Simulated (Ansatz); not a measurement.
# CdSe: field gradients against cell size

Reference cell: an entry of the Crystallography Open Database (COD), its atoms then relaxed with PBE in this cell.

```cif
data_structure
_symmetry_space_group_name_H-M 'P 1'
_symmetry_Int_Tables_number 1
_cell_length_a 4.2990
_cell_length_b 4.2990
_cell_length_c 7.0100
_cell_angle_alpha 90.000
_cell_angle_beta 90.000
_cell_angle_gamma 120.000
_cell_volume 112.20
loop_
_atom_site_label
_atom_site_type_symbol
_atom_site_fract_x
_atom_site_fract_y
_atom_site_fract_z
_atom_site_occupancy
Cd1 Cd 0.33333 0.66667 0.00048 1
Cd2 Cd 0.66667 0.33333 0.50048 1
Se3 Se 0.33333 0.66667 0.37631 1
Se4 Se 0.66667 0.33333 0.87631 1
```

Atoms are numbered from 1 in the order listed; like atoms form one site, named after its first atom.

Method: Kohn–Sham DFT in Ansatz, PBE, plane waves and PAW, scalar-relativistic, 420 eV cutoff, Γ-centred 12×12×6 k-points, Fermi–Dirac smearing 0.02 eV.

The cell is scaled uniformly, and the ions relax again at each size.

```json
{"V/V₀": "0.94", "Cd V_zz (η)": "?", "Se V_zz (η)": "?"}
{"V/V₀": "0.96", "Cd V_zz (η)": "0.16 (0.00)", "Se V_zz (η)": "0.16 (0.00)"}
{"V/V₀": "0.98", "Cd V_zz (η)": "0.17 (0.00)", "Se V_zz (η)": "0.15 (0.00)"}
{"V/V₀": "1.00", "Cd V_zz (η)": "0.17 (0.00)", "Se V_zz (η)": "0.15 (0.00)"}
{"V/V₀": "1.02", "Cd V_zz (η)": "0.16 (0.00)", "Se V_zz (η)": "0.14 (0.00)"}
{"V/V₀": "1.04", "Cd V_zz (η)": "0.16 (0.00)", "Se V_zz (η)": "0.12 (0.00)"}
{"V/V₀": "1.06", "Cd V_zz (η)": "0.16 (0.00)", "Se V_zz (η)": "0.10 (0.00)"}
```

Question: Fill in the row for V/V₀ = 0.94 (V_zz in 10²¹ V/m²).

Answer: Cd: 0.17 (0.00), Se: 0.17 (0.00). Worked for Se: a power law through the other 6 rows, |V_zz| = 0.14 × (V/V₀)^-4.23, gives 0.18 at V/V₀ = 0.94, against 0.17 from the run (+8.8 %). Logarithmic slopes d ln|V_zz|/d ln V over the series, for the sites that change steadily: Se -3.8. Point charges on a uniformly scaled lattice would give −1; charge that moves in the bonds makes the difference.

Without spin–orbit coupling (the program notes it for Cd) the gradients can shift somewhat, as the gap is small.
